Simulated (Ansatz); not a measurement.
The system is CsPbCl3.

```
CELL_PARAMETERS angstrom
5.60500 0.00000 0.00000
0.00000 5.60500 0.00000
0.00000 0.00000 5.60500
ATOMIC_POSITIONS crystal
Pb 0.50000 0.50000 0.50000
Cs 0.00000 0.00000 0.00000
Cl 0.50000 0.00000 0.50000
Cl 0.00000 0.50000 0.50000
Cl 0.50000 0.50000 0.00000
```

Base run:

| Property | Result |
| --- | --- |
| Program | Ansatz 0.2.0 |
| Functional | LDA |
| Potentials or basis | all-electron LAPW, scalar-relativistic |
| Cutoff | 193 eV (chosen from the basis error) |
| Basis error allowed | 0.002 eV/atom |
| k mesh | 5 × 5 × 5 |
| Occupations | fermi-dirac, width 0.05 eV |
| Spin | no spin polarisation |

Its results: pressure -1.2 GPa.

Task: The run is repeated on the same cell with these changes: functional from LDA to PBE. What comes out?

Result: Pressure 1.7 GPa.

PBE binds less tightly than LDA, so the same cell stands under more pressure.
